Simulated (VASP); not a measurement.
# KF (P4/mmm) in VASP: a series of runs

The runs below take KF through single point, with LDA.

All numbers are computed with VASP 6.6.1; they aren't measurements. Logs are shortened: lines on timing, memory, paths and dates and some standing lists are left out, and cuts for length are marked.

## Step 1: The cell of the first run

It takes space group P4/mmm (No. 123, tetragonal). Conventional cell: a = 3.161 Å, b = 3.161 Å, c = 3.308 Å, α = 90.00°, β = 90.00°, γ = 90.00°. K (site symmetry 4/mmm) has 8 F at 2.78 Å and 4 K at 3.16 Å as nearest neighbours. F (site symmetry 4/mmm) is surrounded by 8 K at 2.78 Å and 4 F at 3.16 Å.

The cell comes from a database or a generator and needn't be the stable form of this composition.

## Step 2: Single point, LDA (strain -0.030 along x and y, +0.015 along z, atoms carried along)

Input file INCAR:

```
SYSTEM = KF
PREC     = Accurate       ! precision mode
ENCUT    = 520            ! plane-wave cutoff, eV
EDIFF    = 1E-6           ! SCF threshold, eV
ISMEAR   = 0              ! smearing method
SIGMA    = 0.05           ! smearing width, eV
LREAL    = .FALSE.        ! projectors in reciprocal space
LASPH    = .TRUE.         ! aspherical terms in the spheres
NELM     = 100            ! most SCF steps
ALGO     = Fast           ! electronic algorithm
ISIF     = 2              ! what is computed and relaxed
LWAVE    = .FALSE.        ! write WAVECAR
LCHARG   = .FALSE.        ! write CHGCAR
NBANDS   = 15             ! bands
```

Input file KPOINTS:

```
Automatic mesh
0
G
  8 8 8
  0 0 0
```

Input file POSCAR:

```
KF
1.0
    3.1611863500      0.0000000000      0.0000000000
    0.0000000000      3.1611863500      0.0000000000
    0.0000000000      0.0000000000      3.3078393250
K F
1 1
Direct
    0.0000000000      0.0000000000      0.0000000000
    0.5000000000      0.5000000000      0.5000000000
```

Potentials or basis: VASP PAW LDA potentials, release 64 (K_sv, F).

Started as:

```
cat potpaw_LDA.64/K_sv/POTCAR potpaw_LDA.64/F/POTCAR > POTCAR
mpirun -np 1 vasp_std > vasp.out
```

OUTCAR:

```text
SYSTEM = KF
   PREC = Accurate
   ENCUT = 520
   EDIFF = 1E-6
   ISMEAR = 0
   LREAL = .FALSE.
   LASPH = .TRUE.
   NELM = 100
   ISIF = 2

 ion  position               nearest neighbor table
   1  0.000  0.000  0.000-   2 2.78   2 2.78   2 2.78   2 2.78   2 2.78   2 2.78   2 2.78   2 2.78

   2  0.500  0.500  0.500-   1 2.78   1 2.78   1 2.78   1 2.78   1 2.78   1 2.78   1 2.78   1 2.78

  LATTYP: Found a simple tetragonal cell.
 ALAT       =     3.1611863500
 C/A-ratio  =     1.0463917526

  Lattice vectors:

 A1 = (   3.1611863500,   0.0000000000,   0.0000000000)
 A2 = (   0.0000000000,   3.1611863500,   0.0000000000)
 A3 = (   0.0000000000,   0.0000000000,   3.3078393250)

Analysis of symmetry for initial positions (statically):
=====================================================================
 Subroutine PRICEL returns:
 Original cell was already a primitive cell.

 Routine SETGRP: Setting up the symmetry group for a
 simple tetragonal supercell.

 Subroutine GETGRP returns: Found 16 space group operations
 (whereof 16 operations were pure point group operations)
 out of a pool of 16 trial point group operations.

The static configuration has the point symmetry D_4h.

Analysis of symmetry for dynamics (positions and initial velocities):
=====================================================================
 Subroutine PRICEL returns:
 Original cell was already a primitive cell.

 Routine SETGRP: Setting up the symmetry group for a
 simple tetragonal supercell.

 Subroutine GETGRP returns: Found 16 space group operations
 (whereof 16 operations were pure point group operations)
 out of a pool of 16 trial point group operations.

The dynamic configuration has the point symmetry D_4h.

 Subroutine INISYM returns: Found 16 space group operations
 (whereof 16 operations are pure point group operations),
 and found     1 'primitive' translations

----------------------------------------------------------------------------------------

                                     Primitive cell

  volume of cell :      33.0556

  direct lattice vectors                    reciprocal lattice vectors
     3.161186350  0.000000000  0.000000000     0.316336935  0.000000000  0.000000000
     0.000000000  3.161186350  0.000000000     0.000000000  0.316336935  0.000000000
     0.000000000  0.000000000  3.307839325     0.000000000  0.000000000  0.302312144

  length of vectors
     3.161186350  3.161186350  3.307839325     0.316336935  0.316336935  0.302312144

  position of ions in fractional coordinates (direct lattice)
     0.000000000  0.000000000  0.000000000
     0.500000000  0.500000000  0.500000000

  ion indices of the primitive-cell ions
   primitive index   ion index
                 1           1
                 2           2

----------------------------------------------------------------------------------------

 KPOINTS: Automatic mesh

Automatic generation of k-mesh.
 Grid dimensions read from file:
 generate k-points for:    8    8    8

 Generating k-lattice:

  Cartesian coordinates                     Fractional coordinates (reciprocal lattice)
     0.039542117  0.000000000  0.000000000     0.125000000  0.000000000  0.000000000
     0.000000000  0.039542117  0.000000000     0.000000000  0.125000000  0.000000000
     0.000000000  0.000000000  0.037789018     0.000000000  0.000000000  0.125000000

  Length of vectors
     0.039542117  0.039542117  0.037789018

  Shift w.r.t. Gamma in fractional coordinates (k-lattice)
     0.000000000  0.000000000  0.000000000

 Subroutine IBZKPT returns following result:
 ===========================================

 Found     75 irreducible k-points:

 Following reciprocal coordinates:
            Coordinates               Weight
  0.000000  0.000000  0.000000      1.000000
  0.125000  0.000000  0.000000      4.000000
  0.250000  0.000000  0.000000      4.000000
  0.375000  0.000000  0.000000      4.000000
  0.500000  0.000000  0.000000      2.000000
  0.125000  0.125000  0.000000      4.000000
[... 16 lines left out ...]
  0.375000  0.125000  0.125000     16.000000
  0.500000  0.125000  0.125000      8.000000
 [... further k-points ...]
   k-points           NKPTS =     75   k-points in BZ     NKDIM =     75   number of bands    NBANDS=     15
   number of dos      NEDOS =    301   number of ions     NIONS =      2
   total plane-waves  NPLWV =  16128
   dimension x,y,z NGX =    24 NGY =   24 NGZ =   28
   dimension x,y,z NGXF=    48 NGYF=   48 NGZF=   56
   ions per type =               1   1
   NGX,Y,Z   is equivalent  to a cutoff of  12.62, 12.62, 14.07 a.u.
   NGXF,Y,Z  is equivalent  to a cutoff of  25.24, 25.24, 28.14 a.u.
 SYSTEM =  KF
   PREC   = accura    normal or accurate (medium, high low for compatibility)
   ISTART =      0    job   : 0-new  1-cont  2-samecut
   ICHARG =      2    charge: 1-file 2-atom 10-const
   ISPIN  =      1    spin polarized calculation?
   LNONCOLLINEAR =      F non collinear calculations
   LSORBIT =      F    spin-orbit coupling
   LASPH  =      T    aspherical Exc in radial PAW
   ENCUT  =  520.0 eV  38.22 Ry    6.18 a.u.   5.88  5.88  6.15*2*pi/ulx,y,z
   NELM   =    100;   NELMIN=  2; NELMDL= -5     # of ELM steps
   EDIFF  = 0.1E-05   stopping-criterion for ELM
   LREAL  =      F    real-space projection
   EDIFFG = 0.1E-04   stopping-criterion for IOM
   NSW    =      0    number of steps for IOM
   IBRION =     -1    ionic relax: 0-MD 1-quasi-New 2-CG
   NFREE  =      0    steps in history (QN), initial steepest desc. (CG)
   ISIF   =      2    stress and relaxation
   ISYM   =      2    0-nonsym 1-usesym 2-fastsym
   POTIM  = 0.5000    time-step for ionic-motion
   TEBEG  =    0.0;   TEEND  =   0.0 temperature during run
   PSTRESS=    0.0 pullay stress
   NELECT =      16.0000    total number of electrons
   NUPDOWN=      -1.0000    fix difference up-down
   EMIN   =  10.00;   EMAX   =-10.00  energy-range for DOS
   EFERMI =   0.00;   METHOD = LEGACY
   ISMEAR =     0;   SIGMA  =   0.05  broadening in eV -4-tet -1-fermi 0-gaus
   EFERMI_NEDOS =   21; number of points for ismear=-14 and -15
   IALGO  =     68    algorithm
   IMIX   =      4    mixing-type and parameters
     AMIX     =   0.40;   BMIX     =  1.00
     AMIX_MAG =   1.60;   BMIX_MAG =  1.00
  volume/ion in A,a.u.               =      16.53       111.53
  Fermi-wavevector in a.u.,A,eV,Ry     =   1.285385  2.429026 22.479751  1.652215
  Thomas-Fermi vector in A             =   2.417523
   LORBIT       =      0    0 simple, 1 ext, 2 COOP (PROOUT), +10 PAW based schemes
   GGA     = CA    functional components
   LHFCALC =     F    Hartree Fock is set to
   AEXX    =    0.0000 exact exchange contribution
   IVDW    =     0    specifies the selected vdW correction
   LEPSILON=     F    determine dielectric tensor
   LRPA    =     F    only Hartree local field effects (RPA)
 non-spin polarized calculation
 RMM-DIIS sequential band-by-band and
 Gauss-broadening in eV      SIGMA  =   0.05
  energy-cutoff  :      520.00
  volume of cell :       33.06
 maximum number of plane-waves:       904
 NGX is ok and might be reduce to    24
   NGX = 11   NGY = 11   NGZ = 13

 number of electron      15.9999996 magnetization

 Free energy of the ion-electron system (eV)
  ---------------------------------------------------
  ext. energy  EPLUGINS =         0.00000000
  ---------------------------------------------------
  free energy    TOTEN  =        -8.90436067 eV

  energy without entropy =       -8.90436067  energy(sigma->0) =       -8.90436067

 E-fermi :  -1.9765     XC(G=0):  -9.9529

 val. band max:       -2.2483359667   @ k =   0.5000   0.0000   0.5000
 cond. band min:       3.9132427866   @ k =   0.0000   0.0000   0.0000
 fundamental gap:      6.1615787533
 Fermi energy:        -1.9764674226

 k-point     1 :       0.0000    0.0000    0.0000
  band No.  band energies     occupation
      1     -28.7431      2.00000
      2     -20.8114      2.00000
      3     -12.0068      2.00000
      4     -11.8778      2.00000
      5     -11.8778      2.00000
      6      -2.4483      2.00000
      7      -2.2909      2.00000
      8      -2.2909      2.00000
      9       3.9132      0.00000
     10       5.7546      0.00000
     11       5.8571      0.00000
     12      11.7151      0.00000
     13      11.7151      0.00000
     14      12.0315      0.00000
     15      18.2056      0.00000

 k-point     2 :       0.1250    0.0000    0.0000
  band No.  band energies     occupation
      1     -28.7170      2.00000
      2     -20.8162      2.00000
      3     -12.0226      2.00000
      4     -11.9831      2.00000
      5     -11.8569      2.00000
      6      -2.5327      2.00000
      7      -2.4716      2.00000
      8      -2.3057      2.00000
      9       4.3667      0.00000
     10       5.9176      0.00000
     11       6.2423      0.00000
     12      11.3778      0.00000
     13      11.6903      0.00000
     14      11.7745      0.00000
     15      17.8994      0.00000

 k-point     3 :       0.2500    0.0000    0.0000
  band No.  band energies     occupation
      1     -28.6529      2.00000
      2     -20.8294      2.00000
      3     -12.3523      2.00000
      4     -11.9251      2.00000
      5     -11.8058      2.00000
      6      -3.0462      2.00000
      7      -2.5302      2.00000
      8      -2.3432      2.00000
      9       5.4547      0.00000
     10       6.3036      0.00000
     11       7.2699      0.00000
     12      10.7127      0.00000
     13      11.0092      0.00000
     14      11.9236      0.00000
     15      16.4134      0.00000
[... 343 lines left out ...]
 k-point    23 :       0.3750    0.1250    0.1250
  band No.  band energies     occupation
      1     -28.5506      2.00000
      2     -20.8127      2.00000
      3     -12.6814      2.00000
      4     -11.9787      2.00000
      5     -11.9162      2.00000
      6      -3.3288      2.00000
      7      -2.6649      2.00000
      8      -2.4593      2.00000
      9       6.9039      0.00000
     10       7.2545      0.00000
     11       8.1875      0.00000
     12       9.6872      0.00000
     13      10.5476      0.00000
     14      11.1387      0.00000
     15      15.9856      0.00000

 k-point    24 :       0.5000    0.1250    0.1250
  band No.  band energies     occupation
      1     -28.5242      2.00000
      2     -20.8124      2.00000
      3     -12.8088      2.00000
      4     -11.9681      2.00000
      5     -11.8950      2.00000
      6      -3.4634      2.00000
      7      -2.6888      2.00000
      8      -2.4488      2.00000
      9       7.3965      0.00000
     10       7.6319      0.00000
     11       7.8649      0.00000
     12       9.4397      0.00000
     13      11.1289      0.00000
     14      11.1308      0.00000
     15      15.5255      0.00000

 [... further k-points ...]
[... 5 lines left out ...]
  --------------------------------------------------------------------------------------
  -------------------------------------------------------------------------------------
  Total       -0.6655115     -0.6655115     -1.4822669      0.0000000      0.0000000      0.0000000
  in kB      -32.2568180    -32.2568180    -71.8443107      0.0000000      0.0000000      0.0000000
  external PRESSURE =     -45.4526489 kB  Pullay stress =       0.0000000 kB

 VOLUME and BASIS-vectors are now :
 -----------------------------------------------------------------------------
  energy-cutoff  :      520.00
  volume of cell :       33.06
      direct lattice vectors                 reciprocal lattice vectors
     3.161186350  0.000000000  0.000000000     0.316336935  0.000000000  0.000000000
     0.000000000  3.161186350  0.000000000     0.000000000  0.316336935  0.000000000
     0.000000000  0.000000000  3.307839325     0.000000000  0.000000000  0.302312144

 POSITION                                       TOTAL-FORCE (eV/Angst)
 -----------------------------------------------------------------------------------
      0.00000      0.00000      0.00000         0.000000      0.000000      0.000000
      1.58059      1.58059      1.65392         0.000000      0.000000      0.000000
 -----------------------------------------------------------------------------------
    total drift:                                0.000000      0.000000     -0.000000

  FREE ENERGIE OF THE ION-ELECTRON SYSTEM (eV)
  ---------------------------------------------------
  free  energy   TOTEN  =        -8.9043606686 eV

  energy  without entropy=       -8.9043606686  energy(sigma->0) =       -8.90436067
```

Wall time 19 s (1 thread of Intel Xeon Platinum 8488C (Sapphire Rapids), shared host); peak memory 0.15 GiB.

Results:

```
Free energy            : -8.9044 eV
Pressure               : -4.5 GPa
Band gap on the k mesh : 6.16 eV, indirect (least direct gap 6.20 eV)
```

Levels at points of the mesh, in eV from the valence-band top:
```csv
k point,band 4,band 5,band 6,band 7,band 8,band 9,band 10,band 11,band 12,band 13
"(0.00, 0.00, 0.00)",-9.63,-9.63,-0.20,-0.04,-0.04,6.16,8.00,8.11,13.96,13.96
"(0.50, 0.00, 0.00)",-9.59,-9.48,-1.41,-0.37,-0.15,9.16,9.52,11.00,12.24,12.50
"(0.50, 0.50, 0.00)",-10.64,-9.48,-0.70,-0.70,-0.15,8.03,8.98,11.55,11.55,14.61
"(0.00, 0.00, 0.50)",-9.52,-9.52,-1.40,-0.19,-0.19,9.00,9.07,10.80,12.82,12.82
"(0.50, 0.00, 0.50)",-10.47,-9.41,-0.72,-0.66,0.00,8.43,8.75,11.90,12.24,14.11
"(0.50, 0.50, 0.50)",-10.43,-10.19,-1.23,-1.23,-1.20,10.06,10.58,10.58,15.02,15.38
```

A k mesh can miss the band edges.

## Step 3: Single point, LDA (strain +0.015 along x and y, -0.015 along z, atoms carried along)

Input file INCAR:

```
SYSTEM = KF
ALGO     = Normal         ! electronic algorithm
EDIFF    = 1E-7           ! SCF threshold, eV
ENCUT    = 520            ! plane-wave cutoff, eV
GGA      = CA             ! functional
ISIF     = 2              ! what is computed and relaxed
ISMEAR   = 0              ! smearing method
LASPH    = .True.         ! aspherical terms in the spheres
LCHARG   = .True.         ! write CHGCAR
LELF     = .True.         ! ELF
LREAL    = .False.        ! projectors in reciprocal space
LVHAR    = .True.       
LWAVE    = .False.        ! write WAVECAR
NBANDS   = 15             ! bands
NELM     = 100            ! most SCF steps
PREC     = Accurate       ! precision mode
SIGMA    = 0.05           ! smearing width, eV
```

Input file KPOINTS:

```
k-points
0
Gamma
  8 8 8
  0 0 0
```

Input file POSCAR:

```
KF
1.0
    3.3078393250      0.0000000000      0.0000000000
    0.0000000000      3.3078393250      0.0000000000
    0.0000000000      0.0000000000      3.2100706750
K F
1 1
Direct
    0.0000000000      0.0000000000      0.0000000000
    0.5000000000      0.5000000000      0.5000000000
```

Potentials or basis: VASP PAW LDA potentials, release 64 (K_sv, F).

Started as:

```
cat potpaw_LDA.64/K_sv/POTCAR potpaw_LDA.64/F/POTCAR > POTCAR
mpirun -np 1 vasp_std > vasp.out
```

It took 19 s on 1 thread of Intel Xeon Platinum 8488C (Sapphire Rapids), shared host; peak memory 0.15 GiB.

It converged, with:

```
Free energy            : -8.8455 eV
Pressure               : -6.0 GPa
Band gap on the k mesh : 5.74 eV, indirect (least direct gap 5.79 eV)
```

Stress tensor (GPa, compression positive):
```
-6.78  0.00  0.00
 0.00 -6.78  0.00
 0.00  0.00 -4.35
```

Levels at points of the mesh, in eV from the valence-band top:
```csv
k point,band 6,band 7,band 8,band 9,band 10,band 11
"(0.00, 0.00, 0.00)",-0.15,-0.15,-0.05,5.74,7.95,8.02
"(0.50, 0.00, 0.00)",-1.32,-0.28,-0.15,8.81,9.00,10.29
"(0.50, 0.50, 0.00)",-0.69,-0.69,0.00,8.30,8.50,11.87
"(0.00, 0.00, 0.50)",-1.33,-0.26,-0.26,9.09,9.11,10.43
"(0.50, 0.00, 0.50)",-0.72,-0.67,-0.10,8.06,8.66,11.42
"(0.50, 0.50, 0.50)",-1.13,-1.11,-1.11,10.02,10.02,10.35
```

A k mesh can miss the band edges.

## Step 4: Single point, LDA (strain +0.000 along x and y, -0.030 along z, atoms carried along)

Input file INCAR:

```
  PREC = Accurate
  ENCUT = 520
  EDIFF = 1E-6
  ISMEAR = 0
  SIGMA = 0.05
  LREAL = F
  LASPH = T
  NELM = 100
  ALGO = Normal
  ISIF = 2
  LWAVE = F
  LCHARG = T
  GGA = CA
  LELF = T
  LVHAR = T
  NBANDS = 15
```

Input file KPOINTS:

```
regular mesh
0
Gamma
  8 8 8
```

Input file POSCAR:

```
KF
1.0
    3.2589550000      0.0000000000      0.0000000000
    0.0000000000      3.2589550000      0.0000000000
    0.0000000000      0.0000000000      3.1611863500
K F
1 1
Direct
    0.0000000000      0.0000000000      0.0000000000
    0.5000000000      0.5000000000      0.5000000000
```

Started as:

```
cat potpaw_LDA.64/K_sv/POTCAR potpaw_LDA.64/F/POTCAR > POTCAR
mpirun -np 1 vasp_std > vasp.out
```

Wall time 20 s (1 thread of Intel Xeon Platinum 8488C (Sapphire Rapids), shared host); peak memory 0.14 GiB.

The run converged. Its results:

```yaml
Free_energy: -8.8965 eV
Pressure: -5.0 GPa
Band_gap_on_the_k_mesh: 6.04 eV, indirect (least direct gap 6.09 eV)
```

Stress tensor (GPa, compression positive):
```
-5.82  0.00  0.00
 0.00 -5.82  0.00
 0.00  0.00 -3.23
```

Levels at points of the mesh, in eV from the valence-band top:
```csv
k point,band 6,band 7,band 8,band 9,band 10,band 11
"(0.00, 0.00, 0.00)",-0.15,-0.15,-0.04,6.04,7.99,8.07
"(0.50, 0.00, 0.00)",-1.40,-0.31,-0.16,9.02,9.18,10.72
"(0.50, 0.50, 0.00)",-0.70,-0.70,0.00,8.43,8.66,12.06
"(0.00, 0.00, 0.50)",-1.41,-0.28,-0.28,9.20,9.39,10.87
"(0.50, 0.00, 0.50)",-0.73,-0.69,-0.10,8.17,8.81,11.59
"(0.50, 0.50, 0.50)",-1.22,-1.20,-1.20,10.22,10.22,10.57
```

A k mesh can miss the band edges.

## Step 5: The runs side by side

| cell | gap on the mesh (eV) | pressure (GPa) |
| --- | --- | --- |
| strain -0.030 along x and y, +0.015 along z, atoms carried along | 6.16 | -4.5 |
| strain +0.015 along x and y, -0.015 along z, atoms carried along | 5.74 | -6.0 |
| strain +0.000 along x and y, -0.030 along z, atoms carried along | 6.04 | -5.0 |

Alike in all rows: task single point; level LDA; potentials or basis VASP PAW LDA potentials, release 64 (K_sv, F); no spin polarisation; k mesh 8 × 8 × 8; cutoff (eV) 520; smearing gaussian 0.05 eV.

Total energies depend on the potentials used, so only differences within one code and one set of settings carry meaning.
